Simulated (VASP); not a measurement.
# Cr (P-1) in VASP: convergence with empty bands

Aim: find how far empty bands must go before the results for Cr settle, at PBE. This setting moves, with any that are tied to it; all else stays.

Program: VASP 6.6.1. These are calculated values, not measurements. Logs are shortened: lines on timing, memory, paths and dates and some standing lists are left out, and cuts for length are marked.

## 1. The cell of the first run

The typed cell holds 1 atom: a = 2.543 Å, b = 2.505 Å, c = 2.348 Å, α = 104.09°, β = 107.47°, γ = 113.23°.

This isn't the form of Cr at room conditions, which is bcc.

The cell isn't the ideal one: cell strained at random at fixed volume.

## 2. With empty bands 1

The input, INCAR:

```
SYSTEM = Cr
  PREC = Accurate
  ENCUT = 520
  EDIFF = 1E-6
  ISMEAR = 1
  SIGMA = 0.1
  LREAL = .FALSE.
  LASPH = .TRUE.
  NELM = 100
  ALGO = Normal
  ISIF = 2
  LWAVE = .FALSE.
  LCHARG = .FALSE.
  ISPIN = 2
  MAGMOM = 3
  LORBIT = 11
  LMAXMIX = 4
  GGA = PE
  NBANDS = 7
```

The input, KPOINTS:

```
Automatic mesh
0
G
  10 10 10
  0 0 0
```

The input, POSCAR:

```
Cr
1.0
   -1.4658610000      1.5312000000      1.4047030000
    1.5608440000     -1.4020170000      1.3685550000
    1.4249860000      1.3632800000     -1.2749910000
Cr
1
Direct
    0.0000000000      0.0033850000     -0.0028200000
```

Potentials or basis: VASP PAW PBE potentials, release 64 (Cr_pv).

The run is started by

```
> cat potpaw_PBE.64/Cr_pv/POTCAR > POTCAR
> mpirun -np 1 vasp_std > vasp.out
```

It took 76 s on 1 thread of Intel Xeon Platinum 8488C (Sapphire Rapids), shared host; peak memory 0.19 GiB.

Results:

```yaml
Free_energy: -9.4299 eV
Pressure: -6.6 GPa
Net_moment: 0.00 μB per cell
Valence_electrons_inside_the_program's_atomic_spheres: Cr 11.00
```

## 3. With empty bands 2

Edit INCAR of step 2 so:

```diff
@@ -18,2 +18,2 @@
   GGA = PE
-  NBANDS = 7
+  NBANDS = 8
```

KPOINTS is that of step 2.

POSCAR is that of step 2.

Potentials or basis: VASP PAW PBE potentials, release 64 (Cr_pv).

The run is started by

```
> cat potpaw_PBE.64/Cr_pv/POTCAR > POTCAR
> mpirun -np 1 vasp_std > vasp.out
```

Run time: 59 s. Hardware: 1 thread of Intel Xeon Platinum 8488C (Sapphire Rapids), shared host; peak memory 0.19 GiB.

Results:

```yaml
Free_energy: -9.4306 eV
Pressure: -6.7 GPa
Net_moment: 0.00 μB per cell
Valence_electrons_inside_the_program's_atomic_spheres: Cr 11.00
```

## 4. With empty bands 3

Edit INCAR of step 3 so:

```diff
@@ -18,2 +18,2 @@
   GGA = PE
-  NBANDS = 8
+  NBANDS = 9
```

KPOINTS is that of step 3.

POSCAR is that of step 3.

The run is started by

```
> cat potpaw_PBE.64/Cr_pv/POTCAR > POTCAR
> mpirun -np 1 vasp_std > vasp.out
```

Wall time 59 s (1 thread of Intel Xeon Platinum 8488C (Sapphire Rapids), shared host); peak memory 0.2 GiB.

Results:

```yaml
Free_energy: -9.4306 eV
Pressure: -6.7 GPa
Band_gap_on_the_k_mesh: none (metal or under the smearing width)
Net_moment: 0.00 μB per cell
Valence_electrons_inside_the_program's_atomic_spheres: Cr 11.00
```

## 5. With empty bands 4

Edit INCAR of step 4 so:

```diff
@@ -18,2 +18,2 @@
   GGA = PE
-  NBANDS = 9
+  NBANDS = 10
```

KPOINTS is that of step 4.

POSCAR is that of step 4.

The run is started by

```
> cat potpaw_PBE.64/Cr_pv/POTCAR > POTCAR
> mpirun -np 1 vasp_std > vasp.out
```

Wall time 63 s (1 thread of Intel Xeon Platinum 8488C (Sapphire Rapids), shared host); peak memory 0.21 GiB.

What came out:

```
Free energy                                           : -9.4306 eV
Pressure                                              : -6.7 GPa
Band gap on the k mesh                                : none (metal or under the smearing width)
Net moment                                            : 0.00 μB per cell
Valence electrons inside the program's atomic spheres : Cr 11.00
```

## 6. With empty bands 6

Edit INCAR of step 5 so:

```diff
@@ -18,2 +18,2 @@
   GGA = PE
-  NBANDS = 10
+  NBANDS = 12
```

KPOINTS is that of step 5.

POSCAR is that of step 5.

Potentials or basis: VASP PAW PBE potentials, release 64 (Cr_pv).

The run is started by

```
> cat potpaw_PBE.64/Cr_pv/POTCAR > POTCAR
> mpirun -np 1 vasp_std > vasp.out
```

Run time: 67 s. Hardware: 1 thread of Intel Xeon Platinum 8488C (Sapphire Rapids), shared host; peak memory 0.22 GiB.

What came out:

```yaml
Free_energy: -9.4306 eV
Pressure: -7.0 GPa
Band_gap_on_the_k_mesh: none (metal or under the smearing width)
Net_moment: 0.00 μB per cell
Valence_electrons_inside_the_program's_atomic_spheres: Cr 11.00
```

## 7. With empty bands 10

Edit INCAR of step 6 so:

```diff
@@ -18,2 +18,2 @@
   GGA = PE
-  NBANDS = 12
+  NBANDS = 16
```

KPOINTS is that of step 6.

POSCAR is that of step 6.

The run is started by

```
> cat potpaw_PBE.64/Cr_pv/POTCAR > POTCAR
> mpirun -np 1 vasp_std > vasp.out
```

Wall time 89 s (1 thread of Intel Xeon Platinum 8488C (Sapphire Rapids), shared host); peak memory 0.24 GiB.

What came out:

- Free energy: -9.4306 eV
- Pressure: -6.9 GPa
- Band gap on the k mesh: none (metal or under the smearing width)
- Net moment: 0.00 μB per cell
- Valence electrons inside the program's atomic spheres: Cr 11.00

## 8. With empty bands 16

Edit INCAR of step 7 so:

```diff
@@ -18,2 +18,2 @@
   GGA = PE
-  NBANDS = 16
+  NBANDS = 22
```

KPOINTS is that of step 7.

POSCAR is that of step 7.

Potentials or basis: VASP PAW PBE potentials, release 64 (Cr_pv).

The run is started by

```
> cat potpaw_PBE.64/Cr_pv/POTCAR > POTCAR
> mpirun -np 1 vasp_std > vasp.out
```

OUTCAR:

```text
SYSTEM = Cr
   PREC = Accurate
   ENCUT = 520
   EDIFF = 1E-6
   ISMEAR = 1
   LREAL = .FALSE.
   LASPH = .TRUE.
   NELM = 100
   ISIF = 2
   ISPIN = 2
   LORBIT = 11
   GGA = PE

 ion  position               nearest neighbor table
   1  0.000  0.003  0.997-

  LATTYP: Found a triclinic cell.
 ALAT       =     2.5429338233
 B/A-ratio  =     1.6575243411
 C/A-ratio  =     1.9056735015
 COS(alpha) =     0.0011291326
 COS(beta)  =     0.4963046919
 COS(gamma) =     0.8377039878

  Lattice vectors:

 A1 = (   1.4658610000,  -1.5312000000,  -1.4047030000)
 A2 = (   3.0267050000,  -2.9332170000,  -0.0361480000)
 A3 = (  -1.6149520000,  -1.6216460000,  -4.2715250000)

Analysis of symmetry for initial positions (statically):
=====================================================================
 Subroutine PRICEL returns:
 Original cell was already a primitive cell.

 Routine SETGRP: Setting up the symmetry group for a
 triclinic supercell.

 Subroutine GETGRP returns: Found  2 space group operations
 (whereof  1 operations were pure point group operations)
 out of a pool of  2 trial point group operations.

The static configuration has the point symmetry C_1 .
 The point group associated with its full space group is S_2 .

Analysis of symmetry for dynamics (positions and initial velocities):
=====================================================================
 Subroutine PRICEL returns:
 Original cell was already a primitive cell.

 Routine SETGRP: Setting up the symmetry group for a
 triclinic supercell.

 Subroutine GETGRP returns: Found  2 space group operations
[... 169 lines left out ...]

 val. band max:       10.5920200891   @ k =  -0.3000  -0.3000   0.4000
 cond. band min:      10.5952229727   @ k =  -0.4000   0.3000   0.2000
 fundamental gap:      0.0032028836
 Fermi energy:        10.5921888358

 spin component 1

 k-point     1 :       0.0000    0.0000    0.0000
  band No.  band energies     occupation
      1     -32.3277      1.00000
      2     -32.2920      1.00000
      3     -32.1101      1.00000
      4       2.7846      1.00000
      5       8.8228      1.00000
      6       9.8453      1.00000
[... 493 lines left out ...]
     17      44.4106      0.00000
     18      45.7997      0.00000

 [... further k-points ...]

 spin component 2

 k-point     1 :       0.0000    0.0000    0.0000
  band No.  band energies     occupation
      1     -32.3270      1.00000
      2     -32.2914      1.00000
      3     -32.1096      1.00000
      4       2.7846      1.00000
      5       8.8230      1.00000
      6       9.8460      1.00000
[... 493 lines left out ...]
     17      44.4106      0.00000
     18      45.7997      0.00000

 [... further k-points ...]

 [bands above 18 left out]

------------------------ aborting loop because EDIFF is reached ----------------------------------------

  FORCE on cell =-STRESS in cart. coord.  units (eV):
  Direction    XX          YY          ZZ          XY          YZ          ZX
  --------------------------------------------------------------------------------------
  -------------------------------------------------------------------------------------
  Total       -1.1621914     -0.6004208      0.2131487      0.3118738     -0.5228004     -0.4479840
  in kB     -155.9066612    -80.5457664     28.5936600     41.8375165    -70.1330819    -60.0965548
  external PRESSURE =     -69.2862559 kB  Pullay stress =       0.0000000 kB

 VOLUME and BASIS-vectors are now :
 -----------------------------------------------------------------------------
  energy-cutoff  :      520.00
  volume of cell :       11.94
      direct lattice vectors                 reciprocal lattice vectors
    -1.465861000  1.531200000  1.404703000    -0.006544652  0.329912241  0.345443005
     1.560844000 -1.402017000  1.368555000     0.323803027 -0.011112738  0.350014241
     1.424986000  1.363280000 -1.274991000     0.340354528  0.351547832 -0.028032696

 POSITION                                       TOTAL-FORCE (eV/Angst)
 -----------------------------------------------------------------------------------
      1.42625      1.35469     -1.26676         0.000000      0.000000     -0.000000
 -----------------------------------------------------------------------------------
    total drift:                                0.000061     -0.000020      0.000024

  FREE ENERGIE OF THE ION-ELECTRON SYSTEM (eV)
  ---------------------------------------------------
  free  energy   TOTEN  =        -9.4305643269 eV

  energy  without entropy=       -9.4306788178  energy(sigma->0) =       -9.43060249

 total charge

# of ion       s       p       d       tot
------------------------------------------
    1        0.429   6.383   4.192  11.004

 magnetization (x)

# of ion       s       p       d       tot
------------------------------------------
    1       -0.000  -0.000   0.000   0.000
```

OSZICAR:

```text
N       E                     dE             d eps       ncg     rms          rms(c)
DAV:   1     0.102575874626E+03    0.10258E+03   -0.52631E+03 46458   0.622E+02
DAV:   2    -0.638161154615E+01   -0.10896E+03   -0.10159E+03 46994   0.215E+02
DAV:   3    -0.961336090203E+01   -0.32317E+01   -0.32032E+01 51480   0.386E+01
DAV:   4    -0.962141600507E+01   -0.80551E-02   -0.80548E-02 46920   0.198E+00
DAV:   5    -0.962143470176E+01   -0.18697E-04   -0.18697E-04 51810   0.868E-02    0.177E+01
DAV:   6    -0.939432357757E+01    0.22711E+00   -0.12691E+00 46656   0.180E+01    0.374E+00
DAV:   7    -0.942941719510E+01   -0.35094E-01   -0.11103E-01 46572   0.210E+00    0.237E+00
DAV:   8    -0.943437302661E+01   -0.49558E-02   -0.49450E-03 49176   0.643E-01    0.914E-01
DAV:   9    -0.943016231914E+01    0.42107E-02   -0.16597E-03 49050   0.356E-01    0.258E-01
DAV:  10    -0.943055100040E+01   -0.38868E-03   -0.33394E-04 48378   0.137E-01    0.581E-02
DAV:  11    -0.943056509783E+01   -0.14097E-04   -0.16517E-05 48918   0.269E-02    0.248E-02
DAV:  12    -0.943056432690E+01    0.77093E-06   -0.38177E-06 48022   0.103E-02
   1 F= -.94305643E+01 E0= -.94306025E+01  d E =0.114491E-03  mag=     0.0002
```

Wall time 2.1 min (1 thread of Intel Xeon Platinum 8488C (Sapphire Rapids), shared host); peak memory 0.28 GiB.

Results:

```
Free energy                                           : -9.4306 eV
Pressure                                              : -6.9 GPa
Band gap on the k mesh                                : none (metal or under the smearing width)
Net moment                                            : 0.00 μB per cell
Valence electrons inside the program's atomic spheres : Cr 11.00
```

## 9. The series at a glance

```
empty bands  energy less the tightest run, at zero smearing (meV/atom)  pressure (GPa)  SCF cycles  CPU time (s)  peak memory (GiB)
          1                                                       0.76           -6.64          14            76               0.19
          2                                                       0.00           -6.67          14            59               0.19
          3                                                       0.00           -6.67          14            58                0.2
          4                                                       0.00           -6.70          14            63               0.21
          6                                                       0.00           -6.96          12            66               0.22
         10                                                       0.00           -6.94          12            88               0.24
         16                                                       0.00           -6.93          12           120               0.28
```

Against the tightest run, the energy stays within 1 meV/atom from 1 on; the pressure stays within 0.1 GPa from 6 on. The tightest run that finished is the yardstick and may itself not be fully converged.

Caveats: the starting moments collapsed, and a magnetic state may lie lower.
